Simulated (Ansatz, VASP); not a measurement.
# Cross-check of Te2Mo between VASP and Ansatz

One calculation is typed for both programs; each brings its own data sets. How far apart do they land? Of the first pair: The structure shown is the start of the Ansatz relaxation below; VASP solves that cell, so the two are compared at the walk's first step.

Program: Ansatz 0.2.0. Level of theory: plane waves, with VASP 6.6.1 beside it; single point at PBE. Results are calculated unless marked as measured.

## (1) Set-up

The cell holds 6 atoms: 4 Te and 2 Mo. Its edges and angles: a = 3.518 Å, b = 3.518 Å, c = 26.592 Å, α = 90.0°, β = 90.0°, γ = 120.0°. It derives from Te2Mo. Vacuum lies along c.

## (2) Ansatz: relaxation, PBE

Ansatz runs on its default PAW (the set named soft_2) files.

The two programs are compared at the cell with which this relaxation starts, whose forces are those of its first step.

input.yaml

```yaml
crystal:
  lattice:
    - [3.5182, 0.0, 0.0]
    - [-1.7591, 3.046850576, 0.0]
    - [0.0, 0.0, 26.5919888]
  atoms:
    - { symbol: Te, position: [0.333333333, 0.666666667, 0.699157515] }
    - { symbol: Mo, position: [0.666666667, 0.333333333, 0.631370392] }
    - { symbol: Te, position: [0.333333333, 0.666666667, 0.56358327] }
    - { symbol: Te, position: [0.666666667, 0.333333333, 0.43641673] }
    - { symbol: Mo, position: [0.333333333, 0.666666667, 0.368629608] }
    - { symbol: Te, position: [0.666666667, 0.333333333, 0.300842485] }
kpoints:
  mp_grid: { grid: [12, 12, 1] }
scf:
  occupations: { method: fermi_dirac, width: 0.02 }
  n_extra_bands: 8
hamiltonian:
  xc: pbe
  pseudopotentials: { kind: paw }
output:
  forces: true
  write_potential: true
  volumetric_format: []
relax:
  f_tol: 0.01
  max_steps: 40
  cell: { fix: [c, alpha, beta] }
```

Command:

```console
ansatz run input.yaml --threads 4 --pin off --max-ram 8192MiB --backend cpu --events-out ev --progress --plain --runs-dir out
```

Numbers of over 12 decimals in the logs are rounded to 6 here.

Output:

```text
scf.n_extra_bands = 8 over 46 filled bands (N_el = 92.0): the run solves 54 bands
Engine: ansatz 0.2.0, x86_64-unknown-linux-gnu
Pseudopotentials: kind: paw
Pseudopotential: Te, paw, valence charge 16, recommended cutoff 420 eV (normal), Te.paw.azcp
Pseudopotential: Mo, paw, valence charge 14, recommended cutoff 420 eV (normal), Mo.paw.azcp
Functional definition: PBE
  parameter kappa = 0.804
  parameter beta = 0.066725
  exchange = pbe_x(kappa = kappa, mu = beta*pi^2/3)
  correlation = pbe_c(beta = beta)
Crystal: 6 atoms, lattice volume = 285.051 Å³
Basis set: ecut = 420 eV, 5507 PW (Γ), exchange–correlation on 48×48×360 points (8 copies of the dense FFT grid, shifted against one another)
Bands: 54, of which v1, the nominal top of the filled ones, is band 46 counted from 1 (45 counted from 0)
Symmetry: 12 space group operations
Space group: P-3m1 (ITA 164), of the structure as read, at distance tolerance 6.6e-5 Å
k-points: 19 of 144
Non-local potential: Te, projectors of the file, l = 0: 2, l = 1: 2, l = 2: 2, l = 3: 2
Non-local potential: Mo, projectors of the file, l = 0: 3, l = 1: 2, l = 2: 2, l = 3: 1
PAW form: soft (Blöchl's): semilocal exchange-correlation on the pseudo side does not see the compensation charge
PAW one-centre angular grid: Te, 590 points (default); XC on 64 Gauss nodes
PAW one-centre angular grid: Mo, 590 points (default); XC on 64 Gauss nodes
Initial density: superposition of atomic densities (neutral atoms: chi_scale 0, normalization atom), corrected by the library's trained network
Initial wavefunctions: pseudopotential atomic-orbital guess
Functional: x = pbe(κ = 0.804, μ = 0.219515), c = pbe(β = 0.066725)
SCF iter   1: F=—  HF=-37833.410530 eV  |F-HF|=—  |Δ(HF+E_count)|=         —  Δρ=3.45e-3  dr2=9.96e-2  ethr=1.77e-3  ⟨swp⟩=11.8  Hψ=4596  notcnv=0
preconditioner: auto → Resta (q_TF=auto, 2.260 Å⁻¹)  ε∞=4.8  [insulator: Δε(μ)=0.977 eV  Ē_g=6.788 eV  σ=0.020 eV  W_gap=1.00  n_scr=60 (ndim 8)  ℏωp=13.2 eV  f_vac=0.469  D(μ)=0.00/eV (n_scr^D=0)  ε∞_Penn≈4.8  vacuum switching on, ρ_ref=3.3e-3 e/Å³]
SCF iter   2: F=—  HF=-37833.413467 eV  |F-HF|=—  |Δ(HF+E_count)|=   2.94e-3  Δρ=2.02e-3  dr2=3.20e-2  ethr=1.08e-4  ⟨swp⟩=2.9  Hψ=1628  notcnv=0  defer=51
SCF iter   3: F=—  HF=-37833.413149 eV  |F-HF|=—  |Δ(HF+E_count)|=   3.18e-4  Δρ=1.36e-3  dr2=2.07e-3  ethr=3.47e-5  ⟨swp⟩=2.4  Hψ=1300  notcnv=0  defer=51
SCF iter   4: F=—  HF=-37833.415814 eV  |F-HF|=—  |Δ(HF+E_count)|=   2.66e-3  Δρ=2.45e-4  dr2=4.71e-4  ethr=2.25e-6  ⟨swp⟩=2.1  Hψ=1418  notcnv=0  defer=51
SCF iter   5: F=—  HF=-37833.415803 eV  |F-HF|=—  |Δ(HF+E_count)|=   1.09e-5  Δρ=1.04e-4  dr2=7.73e-5  ethr=5.12e-7  ⟨swp⟩=2.2  Hψ=1223  notcnv=0  defer=51
SCF iter   6: F=—  HF=-37833.415847 eV  |F-HF|=—  |Δ(HF+E_count)|=   4.45e-5  Δρ=3.75e-5  dr2=6.22e-6  ethr=8.40e-8  ⟨swp⟩=2.4  Hψ=1287  notcnv=0  defer=51
SCF iter   7: F=—  HF=-37833.415852 eV  |F-HF|=—  |Δ(HF+E_count)|=   5.18e-6  Δρ=1.21e-5  dr2=1.11e-6  ethr=6.76e-9  ⟨swp⟩=2.0  Hψ=1303  notcnv=0  defer=51
SCF iter   8: F=-37833.415853 eV  HF=-37833.415853 eV  |F-HF|=3.24e-9  |Δ(HF+E_count)|=   4.03e-7  Δρ=3.71e-6  dr2=9.10e-8  ethr=1.09e-10  ⟨swp⟩=9.5  Hψ=7567  notcnv=0
SCF 1 converged in 8 iterations: F = -37833.415853 eV  dr2 = 9.10e-8
  greatest PAW one-centre occupation: 0.998 electrons in one spin orbital (limit 2), on the Mo atom at site 4 (counted from 0), in its partial waves of l = 0
relax step   1: F+E_penalty+E_count = -37833.41585288 eV  Δ(F+E_penalty+E_count) = +0.000e0 eV  max|allowed force component| = 2.576e-1 eV/Å  Δτ_max = 0.0000 Å  P = +1.349 GPa  Ω = 285.051 Å³  fix = [c, alpha, beta]  reactions: c +1.405 GPa  (8 SCF iters, dr2 threshold 1.00e-7 eV, accepted)
Crystal: 6 atoms, lattice volume = 299.567 Å³
Basis set: ecut = 420 eV, 5801 PW (Γ), exchange–correlation on 48×48×360 points (8 copies of the dense FFT grid, shifted against one another)
Initial density: handed on by an earlier stage of this run
Initial wavefunctions: those handed on with the density
iter 1 solved again at ethr=5.57e-4 eV; its pass at ethr=3.10e-3 eV (dr2=5.13e-1 eV) is discarded
SCF iter   1: F=—  HF=-37833.496983 eV  |F-HF|=—  |Δ(HF+E_count)|=         —  Δρ=1.19e-2  dr2=5.15e-1  ethr=5.57e-4  ⟨swp⟩=1.2  Hψ=5641  notcnv=0
preconditioner: auto → Resta (q_TF=auto, 2.241 Å⁻¹)  ε∞=4.9  [insulator: Δε(μ)=0.978 eV  Ē_g=6.513 eV  σ=0.020 eV  W_gap=1.00  n_scr=72 (ndim 8)  ℏωp=12.9 eV  f_vac=0.458  D(μ)=0.00/eV (n_scr^D=0)  ε∞_Penn≈4.9  vacuum switching on, ρ_ref=3.1e-3 e/Å³]
SCF iter   2: F=—  HF=-37833.442042 eV  |F-HF|=—  |Δ(HF+E_count)|=   5.49e-2  Δρ=6.90e-3  dr2=1.91e-1  ethr=5.57e-4  ⟨swp⟩=2.9  Hψ=1377  notcnv=0
SCF iter   3: F=—  HF=-37833.429913 eV  |F-HF|=—  |Δ(HF+E_count)|=   1.21e-2  Δρ=4.55e-3  dr2=1.05e-1  ethr=2.08e-4  ⟨swp⟩=3.0  Hψ=1520  notcnv=0  defer=6
[...]
Initial wavefunctions: pseudopotential atomic-orbital guess (no wavefunctions were taken with the density)
iter 1 solved again at ethr=1.18e-7 eV; its pass at ethr=3.10e-3 eV (dr2=1.08e-4 eV) is discarded
SCF iter   1: F=—  HF=-37833.468748 eV  |F-HF|=—  |Δ(HF+E_count)|=         —  Δρ=1.22e-4  dr2=1.24e-6  ethr=1.18e-7  ⟨swp⟩=5.2  Hψ=8378  notcnv=0
preconditioner: auto → Resta (q_TF=auto, 2.252 Å⁻¹)  ε∞=4.9  [insulator: Δε(μ)=1.055 eV  Ē_g=6.641 eV  σ=0.020 eV  W_gap=1.00  n_scr=72 (ndim 8)  ℏωp=13.1 eV  f_vac=0.451  D(μ)=0.00/eV (n_scr^D=0)  ε∞_Penn≈4.9  vacuum switching on, ρ_ref=3.2e-3 e/Å³]
SCF iter   2: F=—  HF=-37833.470369 eV  |F-HF|=—  |Δ(HF+E_count)|=   1.62e-3  Δρ=6.12e-5  dr2=3.25e-7  ethr=1.35e-9  ⟨swp⟩=3.3  Hψ=1684  notcnv=0
SCF iter   3: F=—  HF=-37833.471135 eV  |F-HF|=—  |Δ(HF+E_count)|=   7.66e-4  Δρ=1.13e-5  dr2=3.10e-7  ethr=3.54e-10  ⟨swp⟩=3.4  Hψ=1713  notcnv=0
SCF iter   4: F=—  HF=-37833.471172 eV  |F-HF|=—  |Δ(HF+E_count)|=   3.75e-5  Δρ=4.26e-6  dr2=1.97e-8  ethr=3.37e-10  ⟨swp⟩=2.2  Hψ=1234  notcnv=0
SCF iter   5: F=—  HF=-37833.471183 eV  |F-HF|=—  |Δ(HF+E_count)|=   1.07e-5  Δρ=1.08e-6  dr2=9.29e-9  ethr=2.14e-11  ⟨swp⟩=2.6  Hψ=1373  notcnv=0
SCF iter   6: F=—  HF=-37833.471184 eV  |F-HF|=—  |Δ(HF+E_count)|=   6.23e-7  Δρ=2.90e-7  dr2=6.14e-10  ethr=1.01e-11  ⟨swp⟩=2.3  Hψ=1170  notcnv=0
SCF iter   7: F=-37833.471184 eV  HF=-37833.471184 eV  |F-HF|=5.62e-9  |Δ(HF+E_count)|=   6.41e-8  Δρ=8.12e-8  dr2=5.96e-11  ethr=1.00e-12  ⟨swp⟩=6.8  Hψ=5691  notcnv=0
SCF 8 converged in 7 iterations: F = -37833.471184 eV  dr2 = 5.96e-11
relax step   8: F+E_penalty+E_count = -37833.47118379 eV  Δ(F+E_penalty+E_count) = -6.016e-4 eV  max|allowed force component| = 2.094e-3 eV/Å  Δτ_max = 0.0000 Å  P = +0.001 GPa  Ω = 291.234 Å³  fix = [c, alpha, beta]  reactions: c +0.010 GPa  stress off target by 3.80e-3 GPa on what of the cell is left free  SCF on the basis re-selected at this cell (its energy is not comparable with the rows above)  (7 SCF iters)
basis re-selected at this cell: Δ(F+E_penalty+E_count) = -6.016e-4 eV, ΔP = -0.001 GPa vs the last step (what re-selecting the basis moved, of the pressure what is left beyond the Pulay correction that the steps carried, after the strain that the cell walked since its last selection, with what the two solves' SCF thresholds leave and, on support functions, any second-order correction that the steps lacked; it is no m [...]
WARN: The output density's exchange-correlation potential varies sharply where the density is thin. Do not read a vacuum level from v_tot or v_xc, or from such a field of the output density. On a cell that repeats whose density bears no net charge and no dipole along the vacuum's axis use v_es (v_loc + v_h of the components); under efield.dipole_correction with no amplitude use v_es + v_field, which holds any externa [...]
SCF converged after 7 iterations
Free energy (F): -37833.471184 eV
Harris-Foulkes:  -37833.471184 eV  (|F-HF|=5.62e-9)
Internal energy: -37833.471184 eV  (E = F + TS)
E sigma→0 (E₀):  -37833.471184 eV
Fermi energy:    4.512636 eV
--- Per-component energies (eV) ---
  E_band       = -1907.566642
  E_kinetic    = 1605.460519
  E_local      = -74684.479019  (includes V_loc(G=0)·N_el)
  E_nonlocal   = -952.859823
  E_hartree    = 37404.532522
  E_xc         = -863.974264
  E_vxc        = -874.423709  (∫ρ·V_xc dr)
  E_paw        = -25053.819912  (= ΣΔE_a)
  E_vpaw       = -1810.327071  (= ΣTr[D̂ρ^β])
  E_aug_tail   = -0.000668  (compensation charges beyond the density's cutoff)
  E_ewald      = 24711.669462
  E_smearing   = -0.000000  (= −TS)
  E_closure    = 0.000000  (closes the sum)
  Σ components = -37833.471184   (vs F -37833.471184, Δ=0.00e0)
--- Forces (eV/Å), atoms counted from 1 ---
  atom   1  Te    -0.00000000     0.00000000     0.00209405
  atom   2  Mo     0.00000000    -0.00000000     0.00003985
  atom   3  Te     0.00000000     0.00000000    -0.00157704
  atom   4  Te     0.00000000    -0.00000000     0.00157704
  atom   5  Mo     0.00000000     0.00000000    -0.00003985
  atom   6  Te    -0.00000000    -0.00000000    -0.00209405
  max |Σ_I F_I| component: 6.94e-18 eV/Å
--- Stress (GPa, compression-positive) ---
       -0.003800       0.000000       0.000000
        0.000000      -0.003800      -0.000000
        0.000000      -0.000000       0.009523
  P = ⅓ Tr σ = 0.0006 GPa (0.006 kbar)
--- Band table (eV; the first three rows and the last of 19) ---
  k-point 0: bands = [... 42 lower, 3.1008, 3.1008, 3.4167, 3.7710, 6.9939, 6.9939, 7.0145, 7.0145, ... 4 higher]
  k-point 1: bands = [... 42 lower, 3.1104, 3.2556, 3.4313, 3.7536, 6.6191, 6.6282, 6.7322, 6.7779, ... 4 higher]
  k-point 2: bands = [... 42 lower, 3.0043, 3.2587, 3.3832, 3.5922, 5.8682, 5.9930, 6.1063, 6.2216, ... 4 higher]
  k-point 18: bands = [... 42 lower, 2.2467, 2.2467, 3.9444, 3.9916, 5.0463, 5.0463, 5.7223, 5.9604, ... 4 higher]
--- Relaxed structure (7 steps of the walk, 7 accepted, 1 SCFs on fresh bases) ---
  F+E_penalty+E_count = -37833.47118379 eV   max|allowed force component| = 2.094e-3 eV/Å   (the final SCF, on the basis selected at the relaxed cell)
  cell:  # Å, volume = 291.2343 Å³
    - [3.556154, 0.0, 0]
    - [-1.778077, 3.079720, 0]
    - [0, 0, 26.5919888]
  atoms:
    - { symbol: Te, position: [0.333333, 0.666667, 0.711706] }
    - { symbol: Mo, position: [0.666667, 0.333333, 0.643748] }
    - { symbol: Te, position: [0.333333, 0.666667, 0.575744] }
    - { symbol: Te, position: [0.666667, 0.333333, 0.424256] }
    - { symbol: Mo, position: [0.333333, 0.666667, 0.356252] }
    - { symbol: Te, position: [0.666667, 0.333333, 0.288294] }
```

## (3) VASP: single point, PBE, start cell, pair 1

The same cell, functional, mesh and smearing now go to VASP, with its own data sets.

Lines of VASP's logs that name or quote its potential files are left out, and so is its time.

INCAR

```
SYSTEM = Te2Mo
PREC = Accurate
ENCUT = 400
EDIFF = 1E-06
NELM = 120
ISMEAR = -1
SIGMA = 0.02
LREAL = .FALSE.
ALGO = Normal
GGA = PE
NBANDS = 32
LASPH = .TRUE.
LORBIT = 11
LWAVE = .FALSE.
LCHARG = .FALSE.
ISIF = 2
GGA_COMPAT = .FALSE.
EFERMI = MIDGAP
KPAR = 2
```

POSCAR

```
Te2Mo
1.0
    3.5182000000      0.0000000000      0.0000000000
   -1.7591000000      3.0468510000      0.0000000000
    0.0000000000      0.0000000000     26.5919890000
Te Mo
4 2
Direct
    0.3333333332      0.6666666666      0.6991574981
    0.3333333332      0.6666666666      0.5635832468
    0.6666666666      0.3333333332      0.4364167156
    0.6666666666      0.3333333332      0.3008424643
    0.6666666666      0.3333333332      0.6313703725
    0.3333333332      0.6666666666      0.3686295899
```

KPOINTS

```
Automatic mesh
0
Gamma
12 12 1
0 0 0
```

PAW data sets: Te and Mo_sv (PBE family, release 64).

Command:

```console
mpirun -np 2 vasp_std
```

Output:

```text
[banner, memory and clock lines left out]
running    2 mpi-ranks, on    1 nodes
 distrk:  each k-point on    1 cores,    2 groups
 distr:  one band on    1 cores,    1 groups

 POSCAR found type information on POSCAR TeMo
 POSCAR found :  2 types and       6 ions
 LDA part: xc-table for (Slater+PW92), standard interpolation
 POSCAR, INCAR and KPOINTS ok, starting setup
 FFT: planning ... GRIDC
 FFT: planning ... GRID_SOFT
 FFT: planning ... GRID
 WAVECAR not read
 entering main loop
       N       E                     dE             d eps       ncg     rms          rms(c)
DAV:   1     0.332431157052E+03    0.33243E+03   -0.23593E+04  1584   0.109E+03
DAV:   2    -0.150014117949E+02   -0.34743E+03   -0.34019E+03  1552   0.272E+02
DAV:   3    -0.364512312579E+02   -0.21450E+02   -0.21199E+02  1528   0.596E+01
DAV:   4    -0.372798699312E+02   -0.82864E+00   -0.82389E+00  1792   0.112E+01
DAV:   5    -0.372915256984E+02   -0.11656E-01   -0.11649E-01  1600   0.156E+00    0.217E+01
DAV:   6    -0.365149190843E+02    0.77661E+00   -0.79804E+00  1392   0.142E+01    0.886E+00
DAV:   7    -0.365194374140E+02   -0.45183E-02   -0.83457E+00  1328   0.121E+01    0.663E+00
DAV:   8    -0.360136920229E+02    0.50575E+00   -0.18180E+00  1440   0.631E+00    0.300E+00
DAV:   9    -0.360179362426E+02   -0.42442E-02   -0.38120E-01  1632   0.273E+00    0.136E+00
DAV:  10    -0.360030021642E+02    0.14934E-01   -0.75178E-02  1504   0.138E+00    0.335E-01
DAV:  11    -0.360029316656E+02    0.70499E-04   -0.42184E-03  1664   0.332E-01    0.206E-01
DAV:  12    -0.360028410385E+02    0.90627E-04   -0.61030E-04  1432   0.108E-01    0.116E-01
DAV:  13    -0.360028049488E+02    0.36090E-04   -0.10884E-04  1600   0.495E-02    0.993E-02
DAV:  14    -0.360027581130E+02    0.46836E-04   -0.21238E-04  1408   0.579E-02    0.237E-02
[...]
DAV:  18    -0.360029057744E+02   -0.10817E-04   -0.15957E-06  1112   0.363E-03    0.902E-03
DAV:  19    -0.360029329556E+02   -0.27181E-04   -0.28091E-06  1064   0.366E-03    0.248E-03
DAV:  20    -0.360029462709E+02   -0.13315E-04   -0.51946E-07   968   0.229E-03    0.243E-03
DAV:  21    -0.360029568874E+02   -0.10616E-04   -0.11210E-06   992   0.283E-03    0.331E-03
DAV:  22    -0.360029694731E+02   -0.12586E-04   -0.43885E-07   928   0.178E-03    0.207E-03
DAV:  23    -0.360029753306E+02   -0.58575E-05   -0.51078E-07   960   0.162E-03    0.821E-04
DAV:  24    -0.360029764808E+02   -0.11501E-05   -0.80259E-08   824   0.860E-04    0.118E-03
DAV:  25    -0.360029767210E+02   -0.24026E-06   -0.19110E-08   728   0.381E-04
   1 F= -.36002977E+02 E0= -.36002977E+02  d E =-.147569E-11
```

Parts of OUTCAR (step 3):

```text
ion  position               nearest neighbor table
   1  0.333  0.667  0.699-   5 2.72   5 2.72   5 2.72   2 3.61
   2  0.333  0.667  0.564-   5 2.72   5 2.72   5 2.72   1 3.61
   3  0.667  0.333  0.436-   6 2.72   6 2.72   6 2.72   4 3.61
   4  0.667  0.333  0.301-   6 2.72   6 2.72   6 2.72   3 3.61
   5  0.667  0.333  0.631-   1 2.72   1 2.72   2 2.72   2 2.72   1 2.72   2 2.72
   6  0.333  0.667  0.369-   4 2.72   4 2.72   3 2.72   3 2.72   4 2.72   3 2.72

  LATTYP: Found a hexagonal cell.
 ALAT       =     3.5182000000
 C/A-ratio  =     7.5584074243

 Subroutine GETGRP returns: Found 12 space group operations
 (whereof 12 operations were pure point group operations)

The static configuration has the point symmetry D_3d.

 Found     19 irreducible k-points:

   k-points           NKPTS =     19   k-points in BZ     NKDIM =     19   number of bands    NBANDS=     32

   dimension x,y,z NGX =    24 NGY =   24 NGZ =  180
   dimension x,y,z NGXF=    48 NGYF=   48 NGZF=  360

   ENCUT  =  400.0 eV  29.40 Ry    5.42 a.u.   5.74  5.74 43.36*2*pi/ulx,y,z

   NELECT =      52.0000    total number of electrons

 k-points in reciprocal lattice and weights: Automatic mesh
   0.00000000  0.00000000  0.00000000       0.007
   0.08333333  0.00000000  0.00000000       0.042
   0.16666667  0.00000000  0.00000000       0.042
   0.25000000  0.00000000  0.00000000       0.042
   0.33333333 -0.00000000  0.00000000       0.042
   0.41666667  0.00000000  0.00000000       0.042
   0.50000000  0.00000000  0.00000000       0.021
   0.08333333  0.08333333  0.00000000       0.042
   0.16666667  0.08333333  0.00000000       0.083
[...]
0.33333333  0.25000000  0.00000000       0.083
   0.33333333  0.33333333  0.00000000       0.014

 average (electrostatic) potential at core
       1 -92.2487       2 -92.2662       3 -92.2662       4 -92.2489       5 -79.5096
       6 -79.5097

 E-fermi :   2.4852

 k-point     1 :       0.0000    0.0000    0.0000
  band No.  band energies     occupation
    ...
     22       1.0122      2.00000
     23       1.0297      2.00000
     24       1.0297      2.00000
     25       1.2436      2.00000
     26       1.9838      2.00000
     27       4.9974      0.00000
     28       4.9974      0.00000
     29       5.0746      0.00000
     30       5.0746      0.00000
     31       5.2868      0.00000
    ...

 k-point     2 :       0.0833    0.0000    0.0000
  band No.  band energies     occupation
    ...
     22       0.9018      2.00000
     23       1.0100      2.00000
     24       1.1788      2.00000
     25       1.2778      2.00000
     26       1.9527      2.00000
     27       4.6166      0.00000
     28       4.6732      0.00000
     29       4.7842      0.00000
     30       4.8393      0.00000
     31       4.9827      0.00000
    ...

 k-point     3 :       0.1667    0.0000    0.0000
  band No.  band energies     occupation
    ...
     22       0.5888      2.00000
     23       0.8772      2.00000
     24       1.1784      2.00000
     25       1.2446      2.00000
     26       1.6694      2.00000
     27       3.8872      0.00000
     28       4.0045      0.00000
     29       4.1275      0.00000
     30       4.2884      0.00000
     31       4.5323      0.00000
    ...

  Total        2.1480599      2.1480605      2.3842302      0.0000000      0.0000000     -0.0000000
  in kB       12.0735340     12.0735374     13.4009691      0.0000000      0.0000000     -0.0000000
  external PRESSURE =      12.5160135 kB  Pullay stress =       0.0000000 kB

  energy-cutoff  :      400.00
  volume of cell :      285.05
      direct lattice vectors                 reciprocal lattice vectors
     3.518200000  0.000000000  0.000000000     0.284236257  0.164103857  0.000000000
    -1.759100000  3.046851000  0.000000000     0.000000000  0.328207713  0.000000000
     0.000000000  0.000000000 26.591989000     0.000000000  0.000000000  0.037605310

 POSITION                                       TOTAL-FORCE (eV/Angst)
 -----------------------------------------------------------------------------------
     -0.00000      2.03123     18.59199         0.000000      0.000000      0.272624
     -0.00000      2.03123     14.98680         0.000000     -0.000000     -0.200051
      1.75910      1.01562     11.60519         0.000000      0.000000      0.200051
      1.75910      1.01562      8.00000         0.000000     -0.000000     -0.272624
      1.75910      1.01562     16.78939        -0.000000      0.000000      0.056525
     -0.00000      2.03123      9.80259        -0.000000     -0.000000     -0.056525
 -----------------------------------------------------------------------------------
    total drift:                                0.000001      0.000002      0.003474

  FREE ENERGIE OF THE ION-ELECTRON SYSTEM (eV)
  ---------------------------------------------------
  free  energy   TOTEN  =       -36.0029767210 eV

  energy  without entropy=      -36.0029767210  energy(sigma->0) =      -36.00297672

 total charge
# of ion       s       p       d       tot
------------------------------------------
    1        1.384   1.984   0.062   3.430
    2        1.386   1.979   0.064   3.430
    3        1.386   1.979   0.064   3.430
    4        1.384   1.984   0.062   3.430
    5        2.255   6.149   3.990  12.393
    6        2.255   6.149   3.990  12.393
--------------------------------------------------
tot         10.050  20.224   8.232  38.506

[... 3 further parts left out ...]
```

This run has no spin polarisation, so a moment on Mo, if there is one, isn't seen.

(Continued in part 2 of 2.)

[Lines on the potential files, build, host, timing and source positions are cut from VASP's logs without a mark.]

[Logs are printed without paths, hosts, clocks, repeated set-up lines and the standing remarks that a program may print on its own settings, such as how far it seeks lower states.]

[Hosts, paths, dates, database ids (printed as entryN), source tags and the programs' standing remarks are cut or masked in the printed files.]
